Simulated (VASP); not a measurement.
# W in VASP: a series of runs, part 2 of 2

VASP 6.6.1. Earlier steps stand in the parts before.

## 4. Single point, PBE

INCAR reads:

```
PREC     = Accurate       # precision mode
ENCUT    = 520            # plane-wave cutoff, eV
EDIFF    = 1E-7           # SCF threshold, eV
ISMEAR   = 1              # smearing method
SIGMA    = 0.1            # smearing width, eV
LREAL    = False          # projectors in reciprocal space
LASPH    = True           # aspherical terms in the spheres
NELM     = 80             # most SCF steps
ALGO     = Normal         # electronic algorithm
ISIF     = 2              # what is computed and relaxed
LWAVE    = False          # write WAVECAR
LCHARG   = False          # write CHGCAR
LDIPOL   = True         
IDIPOL   = 3            
DIPOL    = 0.5 0.5 0.500
GGA      = PE             # functional
NBANDS   = 51             # bands
LVHAR    = True         
LVACPOTAV= True         
ICORELEVEL= 1            
KPAR     = 4
```

KPOINTS reads:

```
Automatic mesh
0
Gamma
  13 8 1
```

POSCAR reads:

```
W                                       
1.0
    3.1846120000      0.0000000000      0.0000000000
   -1.5923060000      5.0353136900      0.0000000000
    0.0000000000      0.0000000000     20.0353136900
  W             
     6
Direct
     0.2943721100470245    0.5887442200940561    0.3849574363029011
     0.6051612158582949    0.2103224317165893    0.4242372534300839
     0.9023598864696536    0.8047197729393072    0.4733782313874114
     0.1976401135303478    0.3952802270606884    0.5266217686125889
     0.4948387841417068    0.9896775682834136    0.5757627465699163
     0.8056278899529699    0.6112557799059467    0.6150425636970990
```

Potentials or basis: VASP PAW PBE potentials, release 64 (W_sv).

Command:

```
$ cat potpaw_PBE.64/W_sv/POTCAR > POTCAR
$ mpirun -np 4 vasp_std > vasp.out
```

OUTCAR:

```text
PREC = Accurate
   ENCUT = 520
   EDIFF = 1E-7
   ISMEAR = 1
   LREAL = False
   LASPH = True
   NELM = 80
   ISIF = 2
   GGA = PE

 ion  position               nearest neighbor table
   1  0.294  0.589  0.385-   2 2.60   2 2.60   3 2.62   3 2.62   4 3.00   2 3.23
   2  0.605  0.210  0.424-   1 2.60   1 2.60   4 2.76   4 2.76   3 2.77   3 2.77   3 3.15   1 3.23
                             5 3.23
   3  0.902  0.805  0.473-   1 2.62   1 2.62   5 2.76   5 2.76   2 2.77   2 2.77   4 2.81   4 2.81
                             6 3.00   2 3.15   4 3.16
   4  0.198  0.395  0.527-   6 2.62   6 2.62   2 2.76   2 2.76   5 2.77   5 2.77   3 2.81   3 2.81
                             1 3.00   5 3.15   3 3.16
   5  0.495  0.990  0.576-   6 2.60   6 2.60   3 2.76   3 2.76   4 2.77   4 2.77   4 3.15   6 3.23
                             2 3.23
   6  0.806  0.611  0.615-   5 2.60   5 2.60   4 2.62   4 2.62   3 3.00   5 3.23

  LATTYP: Found a base centered orthorhombic cell.
 ALAT       =     3.1846120000
 B/A-ratio  =     3.1622776589
 C/A-ratio  =     6.2912887630

  Lattice vectors:

 A1 = (   1.5923060000,  -5.0353136900,   0.0000000000)
 A2 = (   1.5923060000,   5.0353136900,   0.0000000000)
 A3 = (   0.0000000000,   0.0000000000,  20.0353136900)

Analysis of symmetry for initial positions (statically):
=====================================================================
 Subroutine PRICEL returns:
 Original cell was already a primitive cell.

 Routine SETGRP: Setting up the symmetry group for a
 base centered orthorhombic supercell.

 Subroutine GETGRP returns: Found  4 space group operations
 (whereof  2 operations were pure point group operations)
 out of a pool of  8 trial point group operations.

The static configuration has the point symmetry C_1h.
 The point group associated with its full space group is C_2h.

Analysis of symmetry for dynamics (positions and initial velocities):
=====================================================================
 Subroutine PRICEL returns:
 Original cell was already a primitive cell.

 Routine SETGRP: Setting up the symmetry group for a
 base centered orthorhombic supercell.

 Subroutine GETGRP returns: Found  4 space group operations
 (whereof  2 operations were pure point group operations)
 out of a pool of  8 trial point group operations.

The dynamic configuration has the point symmetry C_1h.
 The point group associated with its full space group is C_2h.

 Subroutine INISYM returns: Found  4 space group operations
 (whereof  2 operations are pure point group operations),
 and found     1 'primitive' translations

----------------------------------------------------------------------------------------

                                     Primitive cell

  volume of cell :     321.2767

  direct lattice vectors                    reciprocal lattice vectors
     3.184612000  0.000000000  0.000000000     0.314009996  0.099298679  0.000000000
    -1.592306000  5.035313690  0.000000000     0.000000000  0.198597359  0.000000000
     0.000000000  0.000000000 20.035313690     0.000000000  0.000000000  0.049911871

  length of vectors
     3.184612000  5.281081552 20.035313690     0.329336462  0.198597359  0.049911871

  position of ions in fractional coordinates (direct lattice)
     0.294372110  0.588744220  0.384957436
     0.605161216  0.210322432  0.424237253
     0.902359886  0.804719773  0.473378231
     0.197640114  0.395280227  0.526621769
     0.494838784  0.989677568  0.575762747
     0.805627890  0.611255780  0.615042564

  ion indices of the primitive-cell ions
[... 96 lines left out ...]
   LNONCOLLINEAR =      F non collinear calculations
   LSORBIT =      F    spin-orbit coupling
   LASPH  =      T    aspherical Exc in radial PAW
   ENCUT  =  520.0 eV  38.22 Ry    6.18 a.u.   5.92  9.82 37.25*2*pi/ulx,y,z
   NELM   =     80;   NELMIN=  2; NELMDL= -5     # of ELM steps
   EDIFF  = 0.1E-06   stopping-criterion for ELM
   LREAL  =      F    real-space projection
   EDIFFG = 0.1E-05   stopping-criterion for IOM
   NSW    =      0    number of steps for IOM
   IBRION =     -1    ionic relax: 0-MD 1-quasi-New 2-CG
   NFREE  =      0    steps in history (QN), initial steepest desc. (CG)
   ISIF   =      2    stress and relaxation
   ISYM   =      2    0-nonsym 1-usesym 2-fastsym
   POTIM  = 0.5000    time-step for ionic-motion
   TEBEG  =    0.0;   TEEND  =   0.0 temperature during run
   PSTRESS=    0.0 pullay stress
   NELECT =      84.0000    total number of electrons
   NUPDOWN=      -1.0000    fix difference up-down
   EMIN   =  10.00;   EMAX   =-10.00  energy-range for DOS
   EFERMI =   0.00;   METHOD = LEGACY
   ISMEAR =     1;   SIGMA  =   0.10  broadening in eV -4-tet -1-fermi 0-gaus
   EFERMI_NEDOS =   21; number of points for ismear=-14 and -15
   IALGO  =     38    algorithm
   IMIX   =      4    mixing-type and parameters
     AMIX     =   0.40;   BMIX     =  1.00
     AMIX_MAG =   1.60;   BMIX_MAG =  1.00
  volume/ion in A,a.u.               =      53.55       361.35
  Fermi-wavevector in a.u.,A,eV,Ry     =   1.046827  1.978216 14.909896  1.095846
  Thomas-Fermi vector in A             =   2.181681
   LORBIT       =      0    0 simple, 1 ext, 2 COOP (PROOUT), +10 PAW based schemes
   GGA     = PE    functional components
   LHFCALC =     F    Hartree Fock is set to
   AEXX    =    0.0000 exact exchange contribution
   IVDW    =     0    specifies the selected vdW correction
   LEPSILON=     F    determine dielectric tensor
   LRPA    =     F    only Hartree local field effects (RPA)
 non-spin polarized calculation
 Methfessel and Paxton  Order N= 1 SIGMA  =   0.10
  energy-cutoff  :      520.00
  volume of cell :      321.28
 maximum number of plane-waves:      8693
   NGX = 11   NGY = 19   NGZ = 75

 number of electron      84.0000005 magnetization

 dipolmoment           0.000000      0.000000      0.000000 electrons x Angstroem

 Free energy of the ion-electron system (eV)
  ---------------------------------------------------
  ext. energy  EPLUGINS =         0.00000000
  ---------------------------------------------------
  free energy    TOTEN  =       -70.02713905 eV

  energy without entropy =      -70.02348712  energy(sigma->0) =      -70.02592174

 the core state eigenenergies are
   1-  1s -69462.5920  2s -11983.0959  2p -10476.7051  3s  -2755.6956  3p  -2309.8092
       3d  -1797.7669  4s   -564.1510  4p   -417.9378  4d   -232.8174  4f    -27.7168

   2-  1s -69462.5733  2s -11983.1059  2p -10476.7133  3s  -2755.7055  3p  -2309.8189
       3d  -1797.7785  4s   -564.1587  4p   -417.9455  4d   -232.8260  4f    -27.7249
[... 10 lines left out ...]
   6-  1s -69462.5920  2s -11983.0958  2p -10476.7051  3s  -2755.6956  3p  -2309.8092
       3d  -1797.7669  4s   -564.1510  4p   -417.9378  4d   -232.8174  4f    -27.7168

 E-fermi :   0.5658     XC(G=0):  -5.1975

 val. band max:        0.5649164501   @ k =   0.3077   0.1250   0.0000
 cond. band min:       0.5690348676   @ k =   0.2308   0.2500   0.0000
 fundamental gap:      0.0041184174
 Fermi energy:         0.5657983639

 k-point     1 :       0.0000    0.0000    0.0000
  band No.  band energies     occupation
      1     -73.6248      2.00000
      2     -73.5553      2.00000
      3     -73.4778      2.00000
      4     -73.4494      2.00000
      5     -73.3860      2.00000
      6     -73.3773      2.00000
[... 1285 lines left out ...]
     50       2.6523      0.00000
     51       3.1200      0.00000

 [... further k-points ...]

------------------------ aborting loop because EDIFF is reached ----------------------------------------

  FORCE on cell =-STRESS in cart. coord.  units (eV):
  Direction    XX          YY          ZZ          XY          YZ          ZX
  --------------------------------------------------------------------------------------
  -------------------------------------------------------------------------------------
  Total       -5.3712283     -4.3975711     -0.0617716      0.0000000     -0.0030174      0.0000000
  in kB      -26.7858226    -21.9302834     -0.3080493      0.0000000     -0.0150474      0.0000000
  external PRESSURE =     -16.3413851 kB  Pullay stress =       0.0000000 kB

 VOLUME and BASIS-vectors are now :
 -----------------------------------------------------------------------------
  energy-cutoff  :      520.00
  volume of cell :      321.28
      direct lattice vectors                 reciprocal lattice vectors
     3.184612000  0.000000000  0.000000000     0.314009996  0.099298679  0.000000000
    -1.592306000  5.035313690  0.000000000     0.000000000  0.198597359  0.000000000
     0.000000000  0.000000000 20.035313690     0.000000000  0.000000000  0.049911871

 POSITION                                       TOTAL-FORCE (eV/Angst)
 -----------------------------------------------------------------------------------
     -0.00000      2.96451      7.71274         0.000000     -0.002330     -0.004407
      1.59231      1.05904      8.49973        -0.000000      0.004881      0.007488
      1.59231      4.05202      9.48428         0.000000     -0.001509     -0.004984
      0.00000      1.99036     10.55103        -0.000000      0.001509      0.004984
      0.00000      4.98334     11.53559         0.000000     -0.004881     -0.007488
      1.59231      3.07786     12.32257         0.000000      0.002330      0.004407
 -----------------------------------------------------------------------------------
    total drift:                               -0.000011      0.000001      0.000038

  FREE ENERGIE OF THE ION-ELECTRON SYSTEM (eV)
  ---------------------------------------------------
  free  energy   TOTEN  =       -70.0271390491 eV

  energy  without entropy=      -70.0234871219  energy(sigma->0) =      -70.02592174

 vacuum level on the upper side and lower side of the slab         4.685         4.685
```

Wall time 2.7 min (4 MPI ranks of Intel Xeon 6975P-C (Granite Rapids), shared host); peak memory 0.76 GiB.

What came out:

* Free energy: -70.0271 eV
* Largest force: 0.009 eV/Å
* Band gap on the k mesh: none (metal or under the smearing width)
* Work function of the upper face: 4.12 eV
* Work function of the lower face: 4.12 eV

Forces in eV/Å, atoms in the order of the input:
```
W    0.000 -0.002 -0.004
W    0.000  0.005  0.007
W    0.000 -0.002 -0.005
W    0.000  0.002  0.005
W    0.000 -0.005 -0.007
W    0.000  0.002  0.004
```

Core levels (eV, on the scale of the bands):
| atom | levels |
| --- | --- |
| 1 W | 1s -69462.6, 2s -11983.1, 2p -10476.7, 3s -2755.7, 3p -2309.8, 3d -1797.8, 4s -564.2, 4p -417.9, 4d -232.8, 4f -27.7 |
| 2 W | 1s -69462.6, 2s -11983.1, 2p -10476.7, 3s -2755.7, 3p -2309.8, 3d -1797.8, 4s -564.2, 4p -417.9, 4d -232.8, 4f -27.7 |
| 3 W | 1s -69462.6, 2s -11983.1, 2p -10476.7, 3s -2755.8, 3p -2309.9, 3d -1797.8, 4s -564.2, 4p -418.0, 4d -232.9, 4f -27.8 |
| 4 W | 1s -69462.6, 2s -11983.1, 2p -10476.7, 3s -2755.8, 3p -2309.9, 3d -1797.8, 4s -564.2, 4p -418.0, 4d -232.9, 4f -27.8 |
| 5 W | 1s -69462.6, 2s -11983.1, 2p -10476.7, 3s -2755.7, 3p -2309.8, 3d -1797.8, 4s -564.2, 4p -417.9, 4d -232.8, 4f -27.7 |
| 6 W | 1s -69462.6, 2s -11983.1, 2p -10476.7, 3s -2755.7, 3p -2309.8, 3d -1797.8, 4s -564.2, 4p -417.9, 4d -232.8, 4f -27.7 |

The run has no spin-orbit coupling, so splittings on W are missing.
